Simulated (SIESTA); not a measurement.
**Se under changes of volume**

One of the cells (27.806 Å³/atom); the others are scaled copies at fixed shape and fractional positions:

```
CELL_PARAMETERS angstrom
4.39512 0.00000 0.00000
-2.19756 3.80628 0.00000
0.00000 0.00000 4.98641
ATOMIC_POSITIONS crystal
Se 0.77460 0.77460 0.00000
Se 0.00000 0.22540 0.66667
Se 0.22540 0.00000 0.33333
```

| Property | Result |
| --- | --- |
| Program | SIESTA 5.4.2 |
| Functional | PBE |
| Potentials or basis | PseudoDojo 0.4 standard (PBE files) |
| Basis | DZP (energy shift 0.003 Ry; two zetas on semicore shells) |
| Grid cutoff | 500 Ry |
| Energy shift | 0.003 Ry |
| k mesh | 7 × 7 × 6 |
| Occupations | fermi-dirac, width 0.05 eV |
| Spin | no spin polarisation |

```csv
volume (Å³/atom),energy over the lowest point (meV/atom),pressure (GPa),gap on the mesh (eV),largest force (eV/Å)
25.625,144.39,11.7,1.12,2.429
26.170,109.06,10.0,1.10,2.138
26.716,77.91,8.4,1.08,1.867
27.806,?,?,?,?
28.351,13.32,4.5,1.03,1.158
28.896,0.00,3.4,1.01,0.947
```

**Question.** What does the run at 27.806 Å³/atom give?

**Answer.** Energy over the lowest point 30.52 meV/atom; pressure 5.7 GPa; gap on the mesh 1.04 eV; largest force 1.379 eV/Å.

Worked out: A Birch-Murnaghan fit of order 3 (a polynomial in V^(-2/3)) to the other rows has no minimum within the range. It gives 30.51 meV/atom at 27.806 Å³/atom, against the run's 30.52, and -dE/dV = 5.7 GPa, against 5.7. A straight line through the other rows of the gap, of slope -0.9 eV per unit of ln V, gives 1.05 eV, against the run's 1.04.

Energies are extrapolated to zero smearing.

Caveats: an odd mesh through Γ misses points on the zone boundary, where band edges often lie; the basis of atomic orbitals isn't converged, which shifts pressures, moduli and gaps; forces of over 1 eV/Å show positions far from the minimum, so gaps and moduli don't describe the material at rest (some runs). Spin-orbit coupling on Se is left out.
